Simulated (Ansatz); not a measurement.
Input and command of a plane-wave DFT calculation in Ansatz:

```yaml
crystal:
  lattice:
    - [2.0105265571, 2.0105265571, 0.0]
    - [-2.0105265571, 2.0105265571, 0.0]
    - [0.0, 0.0, 4.2891233219]
  atoms:
    - { symbol: Ni, position: [0.0, 0.0, 0.0], spin: 1.84 }
    - { symbol: Ni, position: [0.5, 0.5, 0.5], spin: 1.84 }
    - { symbol: O, position: [0.5, 0.5, 0.0], spin: 0.31 }
    - { symbol: O, position: [0.0, 0.0, 0.5], spin: 0.31 }
basis:
  ecutwfc: 500
kpoints:
  mp_grid: { grid: [10, 10, 8] }
hamiltonian:
  xc: r2scan
scf:
  occupations: { method: gaussian, width: 0.02 }
output:
  forces: true
  stress: true
  eigenvalues: true
  populations: true
magnetization:
  spin_polarized: true
relax:
  adjacent_minimum: "off"
  f_tol: 0.008
  max_steps: 40
  cell: { stress_tol: 0.015, fix: [a, b, gamma] }
```

```bash
ansatz run input.yaml --threads 1 --pin off --max-ram 2560MiB --backend cpu --events-out ev --progress --plain --runs-dir out
```

Processor: Oxide Virtual Turin-like Processor (Zen 5), 1 thread, on a host shared with other jobs.

**Question.** How long does it run, and how much memory does it take?

**Answer.** About 2.9 min on 1 thread of Oxide Virtual Turin-like Processor (Zen 5) (shared host), peak memory 0.64 GiB. It solves 32 bands at 105 k points (the mesh reduced by symmetry) with about 903 plane waves (on the last cell), in 53 SCF iterations over 5 ionic steps.
